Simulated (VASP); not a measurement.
LiCl:

```
Cl Li
1.0
     0.00000    2.56477    2.56477
     2.56477    0.00000    2.56477
     2.56477    2.56477    0.00000
Cl Li
1 1
Direct
  0.50000 0.50000 0.50000
  0.00000 0.00000 0.00000
```

Base run:

- Program: VASP 6.6.1
- Functional: HSE06
- Potentials or basis: VASP PAW PBE potentials, release 64 (Cl, Li_sv)
- Cutoff: 520 eV
- k mesh: 6 × 6 × 6
- Occupations: gaussian, width 0.02 eV
- Spin: no spin polarisation

Its results: band gap on the k mesh 7.75 eV, direct.

Q: After a change of settings the same cell gave: band gap on the k mesh 7.49 eV, direct. Which change was it?
A. functional from HSE06 to r2SCAN-EpsX
B. functional from HSE06 to PBE0
C. functional from HSE06 to HSE03

A: C.
